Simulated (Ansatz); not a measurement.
# CdIn2O4: the cell at several levels of theory

One table from this session's results is given with a row withheld; the runs are named, their logs left out.

The runs shown are made with Ansatz 0.2.0. PAW datasets, plane waves, zero pressure. Calculated at 0 K for a non-magnetic cell.

### The structure to begin with

It is cubic, Fd-3m (No. 227); conventional cell a = 9.166 Å, 13.75 Å³ an atom. Near Cd stand 4 O at 2.14 Å; near In stand 6 O at 2.20 Å; near O stand 1 Cd at 2.14 Å and 3 In at 2.20 Å.

Structure file:

Space group Fd-3m:1 (No. 227). a = 9.166 Å, b = 9.166 Å, c = 9.166 Å, α = 90.00°, β = 90.00°, γ = 90.00°
| atom | site | symmetry | x | y | z |
| --- | --- | --- | --- | --- | --- |
| Cd | 8b | -43m | 0.0000 | 0.0000 | 0.5000 |
| In | 16c | .-3m | 0.1250 | 0.1250 | 0.1250 |
| O | 32e | .3m | 0.3650 | 0.3650 | 0.3650 |

Set-up of the first run:

The input, input.yaml:

```yaml
crystal:
  lattice:
    - [0.0, 4.583, 4.583]
    - [4.583, 0.0, 4.583]
    - [4.583, 4.583, 0.0]
  atoms:
    - { symbol: Cd, position: [0.0, 0.0, 0.0] }
    - { symbol: Cd, position: [0.25, 0.25, 0.25] }
    - { symbol: In, position: [0.625, 0.625, 0.625] }
    - { symbol: In, position: [0.125, 0.625, 0.625] }
    - { symbol: In, position: [0.625, 0.625, 0.125] }
    - { symbol: In, position: [0.625, 0.125, 0.625] }
    - { symbol: O, position: [0.865, 0.865, 0.865] }
    - { symbol: O, position: [0.845, 0.385, 0.385] }
    - { symbol: O, position: [0.865, 0.865, 0.405] }
    - { symbol: O, position: [0.385, 0.845, 0.385] }
    - { symbol: O, position: [0.405, 0.865, 0.865] }
    - { symbol: O, position: [0.385, 0.385, 0.385] }
    - { symbol: O, position: [0.865, 0.405, 0.865] }
    - { symbol: O, position: [0.385, 0.385, 0.845] }
kpoints:
  mp_grid: { grid: [4, 4, 4] }
hamiltonian:
  xc: pbe
scf:
  occupations: { method: fermi_dirac, width: 0.02 }
relax:
  f_tol: 0.005
  cell: {}
output:
  write_density: true
  write_potential: true
  elf: true
  volumetric_format: npy
```

The run is started by

```bash
> ansatz run input.yaml --threads 4 --pin off --max-ram 7372MiB --backend cpu --events-out ev --progress --plain --runs-dir out
```

Steps of the session up to this table: Relaxing with PBE; r2SCAN: cell and atoms; PBEsol: cell and atoms; LDA: cell and atoms.

One table of the session follows, with a row left open; its other results are not shown here.

| level | a (Å) | volume (Å³/atom) |
| --- | --- | --- |
| PBE | 9.315 | 14.433 |
| r2SCAN | 9.201 | 13.908 |
| PBEsol | 9.191 | 13.864 |
| LDA | ? | ? |

Q: Estimate the row for LDA from the others.

As computed: a (Å): 9.093; volume (Å³/atom): 13.424. In the column «a (Å)» it is the lowest.

The first relaxation changed the volume by +5.0 % from the start. The volume runs from LDA (least) to PBE (most), a spread of 7.5 %, or 2.4 % in length if all axes shared it alike.
